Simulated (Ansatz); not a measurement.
# Ge (Cmmm) in Ansatz: phonons with LDA

Aim: the phonons of Ge with LDA.

Everything below comes from runs of Ansatz 0.2.0. Logs are shortened: lines on timing, memory, paths and dates and some standing lists are left out, and cuts for length are marked.

## (1) The structure

It takes space group Cmmm (No. 65, orthorhombic). Conventional cell: a = 2.794 Å, b = 5.201 Å, c = 2.698 Å, α = 90.00°, β = 90.00°, γ = 90.00°. Ge (site symmetry mmm) is surrounded by 8 Ge at 2.70 to 2.95 Å.

This isn't the form of Ge at room conditions, which is diamond.

## (2) Phonons, LDA

The input, input.yaml:

```yaml
crystal:
  lattice:
    - [1.397149, -2.600516, 0.0]
    - [1.397149, 2.600516, 0.0]
    - [0.0, 0.0, 2.698231]
  atoms:
    - { symbol: Ge, position: [0.5, 0.5, 0.0] }
hamiltonian:
  xc: lda
  pseudopotentials: { kind: paw }
kpoints:
  mp_grid: { grid: [8, 8, 7] }
scf:
  occupations: { method: fermi_dirac, width: 0.05 }
phonons:
  method: dfpt
```

Potentials or basis: Ansatz PAW.

On the command line:

```console
$ ansatz run input.yaml --threads 2 --pin off --max-ram 5632MiB --backend cpu --events-out ev --progress --plain --runs-dir out
```

The log of the run:

```text
Warning: RAYON_NUM_THREADS=2 ignored (pool sized by the plan → 2); use --threads N
zone centre: on kpoints.mp_grid the ground state, and the responses unless they are solved on pairs of k-points, stand on 84 of the mesh's 448 k-points, reduced under 8 symmetry operations, with k and −k counted as one. Each operation leaves every solved displacement unchanged or reverses it
Engine: ansatz 0.2.0, aarch64-unknown-linux-gnu
Pseudopotentials: kind: paw
Pseudopotential: Ge, paw, valence charge 14, recommended cutoff 420 eV (normal), Ge.paw.azcp
Functional definition: SPW92
  exchange = slater_x
  correlation = pw_c
Crystal: 1 atoms, lattice volume = 19.607 Å³
Basis set: ecut = 420 eV, 397 PW (Γ), exchange–correlation on 40×40×40 points (8 copies of the dense FFT grid, shifted against one another)
Bands: 11, of which v1, the nominal top of the filled ones, is band 7 counted from 1 (6 counted from 0)
Symmetry: 8 space group operations
k-points: 84 of 448
Non-local potential: Ge, projectors of the file, l = 0: 2, l = 1: 2, l = 2: 3, l = 3: 1
PAW form: soft (Blöchl's): semilocal exchange-correlation on the pseudo side does not see the compensation charge
PAW frozen core: Ge, regenerated for the run's functional, and the local potential with it (the file was generated under x = pbe(κ = 0.804, μ = 0.2195149727645171), c = pbe(β = 0.06672455060314922))
PAW one-centre angular grid: Ge, 590 points (default); XC on 64 Gauss nodes
Initial density: superposition of atomic densities (neutral atoms: chi_scale 0, normalization atom), corrected by the library's trained network
Initial wavefunctions: pseudopotential atomic-orbital guess
Functional: x = slater, c = lda
SCF iter   1: F=—  HF=-4215.479155 eV  |F-HF|=—  |Δ(HF+E_count)|=         —  Δρ=5.68e-3  dr2=2.91e-3  ethr=1.77e-3  ⟨swp⟩=5.6  Hψ=5421  notcnv=0
preconditioner: auto → none  [metal: Δε(μ)=0.043 eV  Ē_g=27.019 eV  σ=0.050 eV  W_gap=0.21  n_scr=8 (ndim 8)  ℏωp=31.4 eV  f_vac=0.000  D(μ)=0.82/eV (n_scr^D=8)  sad-step TF]
SCF iter   2: F=—  HF=-4215.478048 eV  |F-HF|=—  |Δ(HF+E_count)|=   1.11e-3  Δρ=3.15e-3  dr2=1.13e-3  ethr=2.08e-5  ⟨swp⟩=1.5  Hψ=1802  notcnv=0
SCF iter   3: F=—  HF=-4215.477716 eV  |F-HF|=—  |Δ(HF+E_count)|=   3.32e-4  Δρ=5.68e-4  dr2=2.41e-5  ethr=8.07e-6  ⟨swp⟩=2.0  Hψ=1072  notcnv=0
SCF iter   4: F=—  HF=-4215.477685 eV  |F-HF|=—  |Δ(HF+E_count)|=   3.10e-5  Δρ=1.11e-4  dr2=1.39e-6  ethr=1.72e-7  ⟨swp⟩=2.0  Hψ=1502  notcnv=0
SCF iter   5: F=—  HF=-4215.477683 eV  |F-HF|=—  |Δ(HF+E_count)|=   2.40e-6  Δρ=2.47e-5  dr2=7.22e-8  ethr=9.94e-9  ⟨swp⟩=2.0  Hψ=1502  notcnv=0
SCF iter   6: F=—  HF=-4215.477682 eV  |F-HF|=—  |Δ(HF+E_count)|=   5.22e-8  Δρ=9.49e-6  dr2=1.08e-8  ethr=5.16e-10  ⟨swp⟩=2.0  Hψ=1334  notcnv=0
SCF iter   7: F=—  HF=-4215.477682 eV  |F-HF|=—  |Δ(HF+E_count)|=   8.24e-9  Δρ=2.52e-6  dr2=6.92e-10  ethr=7.70e-11  ⟨swp⟩=2.0  Hψ=1419  notcnv=0
SCF iter   8: F=-4215.477682 eV  HF=-4215.477682 eV  |F-HF|=1.82e-12  |Δ(HF+E_count)|=  5.94e-10  Δρ=1.09e-7  dr2=1.16e-12  ethr=1.00e-12  ⟨swp⟩=4.3  Hψ=4226  notcnv=0
SCF 1 converged in 8 iterations: F = -4215.477682 eV  dr2 = 1.16e-12
DFPT response loops at Γ: preconditioner auto → Kerker (q_TF=auto, 2.579 Å⁻¹) (partly filled bands, converged f_vac=0.000); β = 1.00, the filter's whole step (`scf.mixing.beta` (0.50) is not read by the response loops under this deck's `scf.mixing.preconditioner`; to damp them name `kerker` or `kerker_dos`, under which they read `scf.mixing.beta`, and type it under 1.00, their step now; both keys bind the ground state too); Broyden in place of MSR1
SCF converged after 8 iterations
Free energy (F): -4215.477682 eV
Harris-Foulkes:  -4215.477682 eV  (|F-HF|=1.82e-12)
Internal energy: -4215.471593 eV  (E = F + TS)
E sigma→0 (E₀):  -4215.474638 eV
Entropy (-TS):   -0.006089 eV (-6.089 meV/atom)
Fermi energy:    9.784111 eV
--- Per-component energies (eV) ---
  E_band       = -127.307821
  E_kinetic    = 110.734744
  E_local      = -2193.899652  (includes V_loc(G=0)·N_el)
  E_nonlocal   = 418.726700
  E_hartree    = 956.897257
  E_xc         = -75.159333
  E_vxc        = -64.986039  (∫ρ·V_xc dr)
  E_paw        = -1938.422543  (= ΣΔE_a)
  E_vpaw       = -311.678441  (= ΣTr[D̂ρ^β])
  E_aug_tail   = 0.000292  (compensation charges beyond the density's cutoff)
  E_ewald      = -1496.257385
  E_core_change = 1.908326  (= ΣΔE_core)
  E_smearing   = -0.006089  (= −TS)
  E_closure    = 0.000000  (closes the sum)
  Σ components = -4215.477682   (vs F -4215.477682, Δ=0.00e0)
--- Band table (eV; the first three rows and the last of 84) ---
  k-point 0: bands = ["-14.7733", "-14.7172", "-14.6674", "-14.5579", "-14.5454", "-2.8407", "16.6343", "17.0700", "18.5502", "20.2510", "22.5171"]
  k-point 1: bands = ["-14.7389", "-14.7122", "-14.6657", "-14.5707", "-14.5577", "-2.4399", "12.8739", "17.4455", "18.9266", "22.5197", "24.0772"]
  k-point 2: bands = ["-14.7145", "-14.6620", "-14.6487", "-14.5993", "-14.5853", "-1.2618", "8.4503", "18.4647", "19.9455", "23.6652", "25.5280"]
  k-point 83: bands = ["-14.7328", "-14.6847", "-14.6185", "-14.5765", "-14.4989", "4.7142", "7.3813", "8.6076", "13.8717", "17.7830", "22.7336"]
--- Phonons (Γ-DFPT): 3 representative perturbations + reference, on 84 of 448 k-points (Σ response iterations 9) ---
  k mesh reduced under 8 symmetry operations, with k and −k counted as one. Each operation leaves every solved displacement unchanged or reverses it
  ASR residual: 5.977e-5 → 0.000e0 eV/Å²; symmetrization residual: 0.000e0 eV/Å²
  ASR residual per site (eV/Å²): 5.98e-5
  Γ frequencies (cm⁻¹): 0.00 0.00 0.00
  non-analytic LO–TO correction: not included (Born effective charges unavailable; polar crystals: no LO–TO splitting at Γ)
```

It took 3.1 s on 2 threads of Arm Neoverse V1, shared host; peak memory 0.33 GiB.

Results:

| Item | Value |
| --- | --- |
| Free energy | -4215.4777 eV |
| Band gap on the k mesh | none (metal or under the smearing width) |

Caveat: the PAW data sets come from PBE, with cores solved anew for the run's functional, which leaves a small shift of forces and pressure.
